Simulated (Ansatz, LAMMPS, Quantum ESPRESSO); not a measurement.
**How the bulk modulus moves from PBE to EAM**

Computed bulk modulus (GPa) at each level. Moduli come from Birch-Murnaghan fits over scaled cells with fixed shape and fractions. Spin polarisation and spin-orbit coupling are off unless named. Started with parallel moments: Ni.

- PBE: Ansatz (all-electron LAPW, scalar-relativistic) for Ni, Mo, Pt, W, Cu, Ta; Quantum ESPRESSO (SSSP 1.3 efficiency PBE) for Al, Pd; cutoffs 748 to 816 eV for plane waves; k meshes of 1331 to 2197 points
- EAM: LAMMPS (Zhou04_create_eam) for Ni, Mo, Pt, W, Pd, Cu, Ta; LAMMPS (AlCu.eam.alloy) for Al

| crystal | PBE | EAM |
| --- | --- | --- |
| Ni (Fm-3m) | 200.4 | 182.0 |
| Mo (Im-3m) | 261.9 | 262.6 |
| Pt (Fm-3m) | 248.5 | 276.8 |
| Al (Fm-3m) | 79.4 | 76.6 |
| W (Im-3m) | 299.3 | 309.2 |
| Pd (Fm-3m) | 168.8 | 192.7 |
| Cu (Fm-3m) | 141.8 | 135.4 |
| Ta (Im-3m) | 193.4 | 192.7 |

Question: How do the values move from PBE?

Answer: EAM scatters about PBE (4 above, 4 below), with a median shift of +0.0 % (-9.2 % for Ni to +14.2 % for Pd). The figures use the values as printed. Classical potentials are fitted to measured data of the phases that they were made for, so their distance from PBE holds the errors of both. Spin-orbit coupling, where left out, moves volumes and moduli of the heaviest elements a little. Meshes of this size aren't converged for the metals. Where several set-ups ran one level, the entry is one near their median; a run lay far from it for Al.

Both levels make W the stiffest metal and Al the softest, an order that follows the bonding. In W and Mo the d band is about half full, so bonding states are occupied and antibonding ones largely empty. In Pt, Pd and Cu the filling of antibonding d states weakens the cohesion, while Al has only sp electrons to resist compression. Within a group, the more extended 5d orbitals overlap more strongly than the 4d, and W exceeds Mo and Pt exceeds Pd at both levels.

The near-zero median hides element-specific shifts that alter the ranking: EAM lifts Pt above Mo and drops Ni below both Pd and Ta. The largest upward shifts, for Pd and Pt, probably reflect the tendency of PBE to overexpand late 4d and 5d metals and so soften them. The close agreement for Mo and Ta concerns uniform compression alone and doesn't show that EAM captures the directional d bonding that governs their shear response.
